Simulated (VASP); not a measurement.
# BP (P6_122) in VASP: a series of runs

Runs on BP. Level: PBE. Tasks: single point.

Everything below comes from runs of VASP 6.6.1. Logs are shortened: lines on timing, memory, paths and dates and some standing lists are left out, and cuts for length are marked.

## (1) Starting point

It takes space group P6_122 (No. 178, hexagonal). Conventional cell: a = 5.059 Å, b = 5.059 Å, c = 9.744 Å, α = 90.00°, β = 90.00°, γ = 120.00°. B (site symmetry 2) is surrounded by 3 P at 1.83 to 1.89 Å. P (site symmetry 2) has 3 B at 1.83 to 1.89 Å as nearest neighbours.

The cell was built by a generator and needn't be a form met in nature.

## (2) Single point, PBE

Contents of INCAR:

```
  PREC = Accurate
  ENCUT = 520
  EDIFF = 1E-7
  ISMEAR = 0
  SIGMA = 0.01
  LREAL = F
  LASPH = T
  NELM = 100
  ALGO = Fast
  ISIF = 2
  LWAVE = F
  LCHARG = T
  GGA = PE
  LELF = T
  LVHAR = T
  NBANDS = 36
```

Contents of KPOINTS:

```
regular mesh
0
Gamma
  12 12 4
```

Contents of POSCAR:

```
BP
1.0
    5.0586373320      0.0000000000      0.0000000000
   -2.5293186660      4.3809084380      0.0000000000
    0.0000000000      0.0000000000      9.7437035841
B P
6 6
Direct
    0.8445215052      0.4222607526      0.0833333333
    0.5777392474      0.4222607526      0.4166666667
    0.4222607526      0.8445215052      0.2500000000
    0.5777392474      0.1554784948      0.7500000000
    0.1554784948      0.5777392474      0.5833333333
    0.4222607526      0.5777392474      0.9166666667
    0.6314709373      0.2629418745      0.2500000000
    0.2629418745      0.6314709373      0.0833333333
    0.3685290627      0.6314709373      0.4166666667
    0.7370581255      0.3685290627      0.5833333333
    0.6314709373      0.3685290627      0.9166666667
    0.3685290627      0.7370581255      0.7500000000
```

Potentials or basis: VASP PAW PBE potentials, release 64 (B, P).

Started as:

```bash
$ cat potpaw_PBE.64/B/POTCAR potpaw_PBE.64/P/POTCAR > POTCAR
$ mpirun -np 1 vasp_std > vasp.out
```

OUTCAR:

```text
PREC = Accurate
   ENCUT = 520
   EDIFF = 1E-7
   ISMEAR = 0
   LREAL = F
   LASPH = T
   NELM = 100
   ISIF = 2
   GGA = PE

 ion  position               nearest neighbor table
   1  0.845  0.422  0.083-   8 1.83  11 1.89   7 1.89
   2  0.578  0.422  0.417-   9 1.83  10 1.89   7 1.89
   3  0.422  0.845  0.250-   7 1.83   9 1.89   8 1.89
   4  0.578  0.155  0.750-  12 1.83  11 1.89  10 1.89
   5  0.155  0.578  0.583-  10 1.83   9 1.89  12 1.89
   6  0.422  0.578  0.917-  11 1.83   8 1.89  12 1.89
   7  0.631  0.263  0.250-   3 1.83   1 1.89   2 1.89
   8  0.263  0.631  0.083-   1 1.83   6 1.89   3 1.89
   9  0.369  0.631  0.417-   2 1.83   5 1.89   3 1.89
  10  0.737  0.369  0.583-   5 1.83   2 1.89   4 1.89
  11  0.631  0.369  0.917-   6 1.83   1 1.89   4 1.89
  12  0.369  0.737  0.750-   4 1.83   5 1.89   6 1.89

  LATTYP: Found a hexagonal cell.
 ALAT       =     5.0586373320
 C/A-ratio  =     1.9261518359

  Lattice vectors:

 A1 = (   5.0586373320,   0.0000000000,   0.0000000000)
 A2 = (  -2.5293186660,   4.3809084380,   0.0000000000)
 A3 = (   0.0000000000,   0.0000000000,   9.7437035841)

Analysis of symmetry for initial positions (statically):
=====================================================================
 Subroutine PRICEL returns:
 Original cell was already a primitive cell.

 Routine SETGRP: Setting up the symmetry group for a
 hexagonal supercell.

 Subroutine GETGRP returns: Found 12 space group operations
 (whereof  2 operations were pure point group operations)
 out of a pool of 24 trial point group operations.

The static configuration has the point symmetry C_2 .
 The point group associated with its full space group is D_6 .

Analysis of symmetry for dynamics (positions and initial velocities):
=====================================================================
 Subroutine PRICEL returns:
 Original cell was already a primitive cell.

 Routine SETGRP: Setting up the symmetry group for a
 hexagonal supercell.

 Subroutine GETGRP returns: Found 12 space group operations
 (whereof  2 operations were pure point group operations)
 out of a pool of 24 trial point group operations.

The dynamic configuration has the point symmetry C_2 .
 The point group associated with its full space group is D_6 .

 Subroutine INISYM returns: Found 12 space group operations
 (whereof  2 operations are pure point group operations),
 and found     1 'primitive' translations

----------------------------------------------------------------------------------------

                                     Primitive cell

  volume of cell :     215.9344

  direct lattice vectors                    reciprocal lattice vectors
     5.058637332  0.000000000  0.000000000     0.197681695  0.114131580  0.000000000
    -2.529318666  4.380908438  0.000000000     0.000000000  0.228263159  0.000000000
     0.000000000  0.000000000  9.743703584     0.000000000  0.000000000  0.102630380

  length of vectors
     5.058637332  5.058637332  9.743703584     0.228263159  0.228263159  0.102630380

  position of ions in fractional coordinates (direct lattice)
     0.844521505  0.422260753  0.083333333
     0.577739247  0.422260753  0.416666667
     0.422260753  0.844521505  0.250000000
     0.577739247  0.155478495  0.750000000
     0.155478495  0.577739247  0.583333333
     0.422260753  0.577739247  0.916666667
     0.631470937  0.262941875  0.250000000
     0.262941875  0.631470937  0.083333333
     0.368529063  0.631470937  0.416666667
     0.737058125  0.368529063  0.583333333
     0.631470937  0.368529063  0.916666667
     0.368529063  0.737058125  0.750000000

  ion indices of the primitive-cell ions
   primitive index   ion index
                 1           1
                 2           2
                 3           3
                 4           4
                 5           5
                 6           6
                 7           7
                 8           8
                 9           9
                10          10
                11          11
                12          12

----------------------------------------------------------------------------------------

 KPOINTS: regular mesh

Automatic generation of k-mesh.
 Grid dimensions read from file:
 generate k-points for:   12   12    4

 Generating k-lattice:

  Cartesian coordinates                     Fractional coordinates (reciprocal lattice)
     0.016473475  0.009510965  0.000000000     0.083333333  0.000000000  0.000000000
     0.000000000  0.019021930  0.000000000     0.000000000  0.083333333  0.000000000
     0.000000000  0.000000000  0.025657595     0.000000000  0.000000000  0.250000000

  Length of vectors
     0.019021930  0.019021930  0.025657595

  Shift w.r.t. Gamma in fractional coordinates (k-lattice)
     0.000000000  0.000000000  0.000000000

 Subroutine IBZKPT returns following result:
 ===========================================

 Found     57 irreducible k-points:

 Following reciprocal coordinates:
            Coordinates               Weight
  0.000000  0.000000  0.000000      1.000000
  0.083333  0.000000  0.000000      6.000000
  0.166667  0.000000  0.000000      6.000000
  0.250000  0.000000  0.000000      6.000000
  0.333333 -0.000000  0.000000      6.000000
  0.416667  0.000000  0.000000      6.000000
[... 16 lines left out ...]
  0.250000  0.000000  0.250000     12.000000
  0.333333 -0.000000  0.250000     12.000000
 [... further k-points ...]
   k-points           NKPTS =     57   k-points in BZ     NKDIM =     57   number of bands    NBANDS=     36
   number of dos      NEDOS =    301   number of ions     NIONS =     12
   total plane-waves  NPLWV = 115200
   dimension x,y,z NGX =    40 NGY =   40 NGZ =   72
   dimension x,y,z NGXF=    80 NGYF=   80 NGZF=  144
   ions per type =               6   6
   NGX,Y,Z   is equivalent  to a cutoff of  13.15, 13.15, 12.28 a.u.
   NGXF,Y,Z  is equivalent  to a cutoff of  26.29, 26.29, 24.57 a.u.
 SYSTEM =  unknown system
   PREC   = accura    normal or accurate (medium, high low for compatibility)
   ISTART =      0    job   : 0-new  1-cont  2-samecut
   ICHARG =      2    charge: 1-file 2-atom 10-const
   ISPIN  =      1    spin polarized calculation?
   LNONCOLLINEAR =      F non collinear calculations
   LSORBIT =      F    spin-orbit coupling
   LASPH  =      T    aspherical Exc in radial PAW
   ENCUT  =  520.0 eV  38.22 Ry    6.18 a.u.   9.41  9.41 18.12*2*pi/ulx,y,z
   NELM   =    100;   NELMIN=  2; NELMDL= -5     # of ELM steps
   EDIFF  = 0.1E-06   stopping-criterion for ELM
   LREAL  =      F    real-space projection
   EDIFFG = 0.1E-05   stopping-criterion for IOM
   NSW    =      0    number of steps for IOM
   IBRION =     -1    ionic relax: 0-MD 1-quasi-New 2-CG
   NFREE  =      0    steps in history (QN), initial steepest desc. (CG)
   ISIF   =      2    stress and relaxation
   ISYM   =      2    0-nonsym 1-usesym 2-fastsym
   POTIM  = 0.5000    time-step for ionic-motion
   TEBEG  =    0.0;   TEEND  =   0.0 temperature during run
   PSTRESS=    0.0 pullay stress
   NELECT =      48.0000    total number of electrons
   NUPDOWN=      -1.0000    fix difference up-down
   EMIN   =  10.00;   EMAX   =-10.00  energy-range for DOS
   EFERMI =   0.00;   METHOD = LEGACY
   ISMEAR =     0;   SIGMA  =   0.01  broadening in eV -4-tet -1-fermi 0-gaus
   EFERMI_NEDOS =   21; number of points for ismear=-14 and -15
   IALGO  =     68    algorithm
   IMIX   =      4    mixing-type and parameters
     AMIX     =   0.40;   BMIX     =  1.00
     AMIX_MAG =   1.60;   BMIX_MAG =  1.00
  volume/ion in A,a.u.               =      17.99       121.43
  Fermi-wavevector in a.u.,A,eV,Ry     =   0.991702  1.874046 13.380968  0.983473
  Thomas-Fermi vector in A             =   2.123462
   LORBIT       =      0    0 simple, 1 ext, 2 COOP (PROOUT), +10 PAW based schemes
   GGA     = PE    functional components
   LHFCALC =     F    Hartree Fock is set to
   AEXX    =    0.0000 exact exchange contribution
   IVDW    =     0    specifies the selected vdW correction
   LEPSILON=     F    determine dielectric tensor
   LRPA    =     F    only Hartree local field effects (RPA)
 non-spin polarized calculation
 RMM-DIIS sequential band-by-band and
 Gauss-broadening in eV      SIGMA  =   0.01
  energy-cutoff  :      520.00
  volume of cell :      215.93
 maximum number of plane-waves:      5856
 NGX is ok and might be reduce to    40
   NGX = 19   NGY = 19   NGZ = 37

 number of electron      47.9999996 magnetization

 Free energy of the ion-electron system (eV)
  ---------------------------------------------------
  ext. energy  EPLUGINS =         0.00000000
  ---------------------------------------------------
  free energy    TOTEN  =       -68.42236541 eV

  energy without entropy =      -68.42220120  energy(sigma->0) =      -68.42228331

 E-fermi :   3.4075     XC(G=0):  -8.6085

 val. band max:        3.4049307286   @ k =   0.0833   0.0000   0.0000
 cond. band min:       3.4103697593   @ k =   0.3333   0.2500   0.0000
 fundamental gap:      0.0054390306
 Fermi energy:         3.4075317988

 k-point     1 :       0.0000    0.0000    0.0000
  band No.  band energies     occupation
      1     -10.8653      2.00000
      2      -9.7120      2.00000
      3      -9.7120      2.00000
      4      -7.6295      2.00000
      5      -7.3966      2.00000
      6      -7.3966      2.00000
[... 28 lines left out ...]
     35       8.1548      0.00000
     36       8.1548      0.00000

 k-point     2 :       0.0833    0.0000    0.0000
  band No.  band energies     occupation
      1     -10.8356      2.00000
      2      -9.6943      2.00000
      3      -9.6807      2.00000
      4      -7.7964      2.00000
      5      -7.4094      2.00000
      6      -7.3664      2.00000
[... 28 lines left out ...]
     35       8.2021      0.00000
     36       8.2188      0.00000

 k-point     3 :       0.1667    0.0000    0.0000
  band No.  band energies     occupation
      1     -10.7479      2.00000
      2      -9.6438      2.00000
      3      -9.5874      2.00000
      4      -8.1129      2.00000
      5      -7.4483      2.00000
      6      -7.4430      2.00000
[... 28 lines left out ...]
     35       8.3231      0.00000
     36       8.3436      0.00000

 k-point     4 :       0.2500    0.0000    0.0000
  band No.  band energies     occupation
      1     -10.6072      2.00000
      2      -9.5696      2.00000
      3      -9.4344      2.00000
      4      -8.4728      2.00000
      5      -7.6649      2.00000
      6      -7.5119      2.00000
[... 28 lines left out ...]
     35       8.4446      0.00000
     36       9.0173      0.00000

 k-point     5 :       0.3333   -0.0000    0.0000
  band No.  band energies     occupation
      1     -10.4259      2.00000
      2      -9.4875      2.00000
      3      -9.2268      2.00000
      4      -8.8276      2.00000
      5      -7.9735      2.00000
      6      -7.5892      2.00000
[... 655 lines left out ...]
 k-point    22 :       0.1667    0.0000    0.2500
  band No.  band energies     occupation
      1     -10.6740      2.00000
      2     -10.0971      2.00000
      3      -9.0435      2.00000
      4      -8.1379      2.00000
      5      -7.6135      2.00000
      6      -7.5270      2.00000
[... 28 lines left out ...]
     35       8.5054      0.00000
     36       8.7628      0.00000

 k-point    23 :       0.2500    0.0000    0.2500
  band No.  band energies     occupation
      1     -10.5345      2.00000
      2      -9.9707      2.00000
      3      -8.9694      2.00000
      4      -8.4545      2.00000
      5      -7.7719      2.00000
      6      -7.6246      2.00000
[... 28 lines left out ...]
     35       8.7373      0.00000
     36       8.8326      0.00000

 k-point    24 :       0.3333   -0.0000    0.2500
  band No.  band energies     occupation
      1     -10.3549      2.00000
      2      -9.8139      2.00000
      3      -8.8963      2.00000
      4      -8.7850      2.00000
      5      -8.0350      2.00000
      6      -7.6482      2.00000
[... 28 lines left out ...]
     35       8.4667      0.00000
     36       8.6968      0.00000

 [... further k-points ...]

------------------------ aborting loop because EDIFF is reached ----------------------------------------

  FORCE on cell =-STRESS in cart. coord.  units (eV):
  Direction    XX          YY          ZZ          XY          YZ          ZX
  --------------------------------------------------------------------------------------
  -------------------------------------------------------------------------------------
  Total       -0.1288158     -0.1288158     -0.3193473      0.0000000      0.0000000      0.0000000
  in kB       -0.9557798     -0.9557798     -2.3694744      0.0000000      0.0000000      0.0000000
  external PRESSURE =      -1.4270113 kB  Pullay stress =       0.0000000 kB

 VOLUME and BASIS-vectors are now :
 -----------------------------------------------------------------------------
  energy-cutoff  :      520.00
  volume of cell :      215.93
      direct lattice vectors                 reciprocal lattice vectors
     5.058637332  0.000000000  0.000000000     0.197681695  0.114131580  0.000000000
    -2.529318666  4.380908438  0.000000000     0.000000000  0.228263159  0.000000000
     0.000000000  0.000000000  9.743703584     0.000000000  0.000000000  0.102630380

 POSITION                                       TOTAL-FORCE (eV/Angst)
 -----------------------------------------------------------------------------------
      3.20410      1.84989      0.81198        -0.002780     -0.001605      0.000000
      1.85454      1.84989      4.05988         0.002780     -0.001605      0.000000
      0.00000      3.69977      2.43593        -0.000000     -0.003210     -0.000000
      2.52932      0.68114      7.30778        -0.000000      0.003210     -0.000000
     -0.67478      2.53102      5.68383         0.002780      0.001605     -0.000000
      0.67478      2.53102      8.93173        -0.002780      0.001605      0.000000
      2.52932      1.15192      2.43593        -0.000000     -0.003184      0.000000
     -0.26706      2.76642      0.81198        -0.002757     -0.001592     -0.000000
      0.26706      2.76642      4.05988         0.002757     -0.001592     -0.000000
      2.79638      1.61449      5.68383         0.002757      0.001592     -0.000000
      2.26226      1.61449      8.93173        -0.002757      0.001592     -0.000000
     -0.00000      3.22898      7.30778        -0.000000      0.003184     -0.000000
 -----------------------------------------------------------------------------------
    total drift:                                0.000000     -0.000000      0.000000

  FREE ENERGIE OF THE ION-ELECTRON SYSTEM (eV)
  ---------------------------------------------------
  free  energy   TOTEN  =       -68.4223654105 eV

  energy  without entropy=      -68.4222012039  energy(sigma->0) =      -68.42228331
```

Run time: 6.8 min. Hardware: 1 thread of Intel Xeon 6975P-C (Granite Rapids), shared host; peak memory 0.52 GiB.

Results:

| Quantity | Value |
| --- | --- |
| Free energy | -68.4224 eV |
| Pressure | -0.1 GPa |
| Largest force | 0.003 eV/Å |
| Band gap on the k mesh | none (metal or under the smearing width) |

Forces on the atoms (eV/Å):
```
B   -0.003 -0.002  0.000
B    0.003 -0.002  0.000
B    0.000 -0.003  0.000
B    0.000  0.003  0.000
B    0.003  0.002  0.000
B   -0.003  0.002  0.000
P    0.000 -0.003  0.000
P   -0.003 -0.002  0.000
P    0.003 -0.002  0.000
P    0.003  0.002  0.000
P   -0.003  0.002  0.000
P    0.000  0.003  0.000
```

Levels at points of the mesh, in eV from the Fermi level:
| k point | band 22 | band 23 | band 24 | band 25 | band 26 | band 27 |
| --- | --- | --- | --- | --- | --- | --- |
| (0.00, 0.00, 0.00) | -1.51 | -1.14 | -0.50 | -0.05 | -0.05 | 0.59 |
| (0.50, 0.00, 0.00) | -1.26 | -0.76 | -0.58 | 0.54 | 0.56 | 1.35 |
| (0.00, 0.00, 0.50) | -1.90 | -1.33 | -1.33 | 0.46 | 0.46 | 1.18 |
| (0.50, 0.00, 0.50) | -1.95 | -0.51 | -0.51 | 0.84 | 0.84 | 1.57 |

(Continued in part 2 of 2.)
